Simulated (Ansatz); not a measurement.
InP:

```
In P
1.0
     0.00000    2.93050    2.93050
     2.93050    0.00000    2.93050
     2.93050    2.93050    0.00000
In P
1 1
Direct
  0.00000 0.00000 0.00000
  0.75000 0.75000 0.75000
```

| Quantity | Value |
| --- | --- |
| Program | Ansatz 0.2.0 |
| Task | relaxation of cell and atoms |
| Functional | BLYP |
| Potentials or basis | Ansatz PAW |
| Cutoff | 420 eV (not typed: the program's choice for these potentials) |
| k mesh | 8 × 8 × 8 |
| Occupations | fermi-dirac, width 0.05 eV |
| Spin | no spin polarisation |

At the start: volume 25.17 Å³/atom.

Task: How do energy, volume and symmetry change on relaxing?

Result: It ends after 4 steps and the volume is 28.02 Å³/atom (+11.4 %); space group F-43m (No. 216, to 0.05 Å).

Step by step:
```tsv
step	energy change (eV)	largest force (eV/Å)	volume (Å³)
1	0.0000	0.0000	50.33
2	-0.1059	0.0000	56.26
3	-0.1062	0.0000	56.05
4	-0.1074	0.0000	56.05
```

Final structure:
```xyz
2
Lattice="0.0000 3.0374 3.0374 3.0374 0.0000 3.0374 3.0374 3.0374 0.0000" Properties=species:S:1:pos:R:3 pbc="T T T"
In    0.0000    0.0000    0.0000
P     4.5561    4.5561    4.5561
```

Caveat: the plane-wave basis is chosen anew once the cell has moved, so the energies of steps on either side of that aren't comparable; the volume moved by +11 % from the deposited cell, more than functionals usually miss; the PAW data sets come from PBE, with cores solved anew for the run's functional, which leaves a small shift of forces and pressure.
